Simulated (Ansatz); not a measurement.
Ga, one cell by several methods

```yaml
crystal:
  lattice:
    - [-1.44033, 1.39575, 2.22900]
    - [1.39575, -1.44033, 2.22900]
    - [1.41225, 1.41225, -2.25708]
  atoms:
    - { symbol: Ga, position: [0.00000, 0.00000, 0.00000] }
```

Conventional cell: a = 3.932 Å, b = 4.011 Å, c = 2.930 Å, α = 90.00°, β = 130.49°, γ = 90.00°. Ga (atom 1) is surrounded by 12 Ga at 2.81 to 3.01 Å.

The cell is COD entry 9012723, as deposited and not checked against the literature; nothing was relaxed. The listed cell was then made from it by scaling, straining or moving an atom.

Levels of theory: DFT, PBEsol, PAW with Ansatz's default frozen-core files, scalar-relativistic (Ansatz 0.2.0); DFT, PBEsol, all-electron PAW with datasets made for the crystal, scalar-relativistic (Ansatz 0.2.0); DFT, PBEsol, all-electron LAPW, scalar-relativistic (Ansatz 0.2.0).

For PAW: a Γ-centred 16×16×16 k mesh, Fermi–Dirac smearing of 0.03 eV, cutoff 420 eV, no spin polarisation; the PAW files were made with PBE, and the program remakes their frozen cores for this functional. The crystal-made all-electron datasets (AE datasets) take a cutoff of 240 eV at this cell. LAPW targets a basis error of 1 meV/atom. The Ansatz runs share mesh, smearing and spin set-up. Plane-wave (PAW) pressures include the program's estimate of the Pulay term.

Stress and pressure are positive in compression.

The change that made this cell: equal xy, yz and zx engineering shear strains of -2 %.

In a metal, gradients converge slowly with the k mesh: the values move by tens of per cent from one mesh to another, at times in sign, so only the comparison on one mesh counts.

| quantity | PAW | AE datasets | LAPW |
| --- | --- | --- | --- |
| pressure (GPa) | 0.60 | 0.64 | 0.64 |
| stress xx (GPa) | 0.65 | 0.68 | 0.68 |
| stress zz (GPa) | 0.50 | 0.54 | 0.54 |
| stress yz (GPa) | 0.29 | 0.29 | 0.29 |
| stress xz (GPa) | 0.29 | 0.29 | 0.29 |
| stress xy (GPa) | 0.81 | 0.81 | 0.81 |
| field gradient Vzz at Ga (10²¹ V/m²) | 2.14 | 2.16 | – |

PAW's pressure differs from the LAPW value by -0.04 GPa.
